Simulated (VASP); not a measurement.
**From an Ansatz input to VASP: TePb (rocksalt)**

Ansatz input

```yaml
crystal:
  lattice:
    - [0.0, 3.2678368466, 3.2678368466]
    - [3.2678368466, 0.0, 3.2678368466]
    - [3.2678368466, 3.2678368466, 0.0]
  atoms:
    - { symbol: Pb, position: [0.0, 0.0, 0.0] }
    - { symbol: Te, position: [0.5, 0.5, 0.5] }
kpoints:
  mp_grid: { grid: [8, 8, 8] }
  band_path:
    path:
      - [0.0, 0.0, 0.0]
      - [0.5, 0.0, 0.5]
      - [0.625, 0.25, 0.625]
      - [0.375, 0.375, 0.75]
      - [0.5, 0.5, 0.5]
      - [0.5, 0.25, 0.75]
    npoints: 1
hamiltonian:
  xc: pbe
scf:
  occupations: { method: fermi_dirac, width: 0.02 }
  n_extra_bands: 4
output:
  forces: true
  stress: true
  eigenvalues: true
```

Q: Translate this input to VASP.

A: 

INCAR

```
NBANDS = 17
NELM = 120
PREC = Accurate
GGA = PE
EDIFF = 1E-7
ISMEAR = -1
NSW = 0
ENCUT = 520
LREAL = .FALSE.
LCHARG = .FALSE.
LASPH = .TRUE.
ISIF = 2
LWAVE = .FALSE.
IBRION = -1
SIGMA = 0.02
```

KPOINTS

```
KPOINTS created by Atomic Simulation Environment
0
Gamma
8 8 8
0 0 0
```

KPOINTS_OPT

```
special points
6
Reciprocal
0.0000000000 0.0000000000 0.0000000000 1
0.5000000000 0.0000000000 0.5000000000 1
0.6250000000 0.2500000000 0.6250000000 1
0.3750000000 0.3750000000 0.7500000000 1
0.5000000000 0.5000000000 0.5000000000 1
0.5000000000 0.2500000000 0.7500000000 1
```

POSCAR

```
Pb Te
 1.0000000000000000
    -0.0000000000000000    3.2678368466480610    3.2678368466480610
     3.2678368466480610   -0.0000000000000000    3.2678368466480610
     3.2678368466480610    3.2678368466480610    0.0000000000000000
 Pb  Te
   1   1
Cartesian
 -0.0000000000000000 -0.0000000000000000 -0.0000000000000000
  3.2678368466480605  3.2678368466480605  3.2678368466480605
```

VASP ran with the recommended PBE PAW datasets (20 valence electrons in the cell). Other inputs would serve too.

|  | Ansatz | VASP |
| --- | --- | --- |
| gap between bands v and c | 0.80 eV | 0.80 eV |
| least direct gap | 0.80 eV | 0.80 eV |
| pressure | 0.6 GPa | 0.6 GPa |

Datasets and cutoffs are each program's own. VASP's cell holds 20 valence electrons and Ansatz's 30. Ansatz's stress includes a Pulay correction; VASP's doesn't.
